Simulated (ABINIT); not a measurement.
Crystal: AlN.

```
Al N
1.0
     0.00000    2.03452    2.03452
     2.03452    0.00000    2.03452
     2.03452    2.03452    0.00000
Al N
1 1
Direct
  0.50000 0.50000 0.50000
  0.00000 0.00000 0.00000
```

Measurements of this composition are mostly on another form, of space group No. 186.

| Quantity | Value |
| --- | --- |
| Program | ABINIT 10.8.3 (patched build) |
| Task | relaxation of cell and atoms |
| Functional | PBEsol |
| Potentials or basis | PseudoDojo NC SR PBEsol v0.4 stringent |
| Cutoff | 1143 eV |
| k mesh | 8 × 8 × 8 |
| Occupations | fermi-dirac, width 0.05 eV |
| Spin | no spin polarisation |

At the start: pressure -4.7 GPa; volume 8.42 Å³/atom.

Q: Where does the relaxation end?

A: Over 4 steps the energy falls by 2.3 meV/atom and the volume is 8.27 Å³/atom (-1.8 %); space group Fm-3m (No. 225, to 0.05 Å).

Step by step:
```csv
step,energy change (eV),largest force (eV/Å),pressure (GPa),volume (Å³)
1,0.0000,0.0000,-4.72,16.84
2,-0.0044,0.0000,-1.07,16.60
3,-0.0046,0.0000,0.02,16.53
4,-0.0046,0.0000,0.00,16.53
```

Final structure:
```yaml
crystal:
  lattice:
    - [0.00000, 2.02197, 2.02197]
    - [2.02197, 0.00000, 2.02197]
    - [2.02197, 2.02197, 0.00000]
  atoms:
    - { symbol: Al, position: [0.50000, 0.50000, 0.50000] }
    - { symbol: N, position: [0.00000, 0.00000, 0.00000] }
```
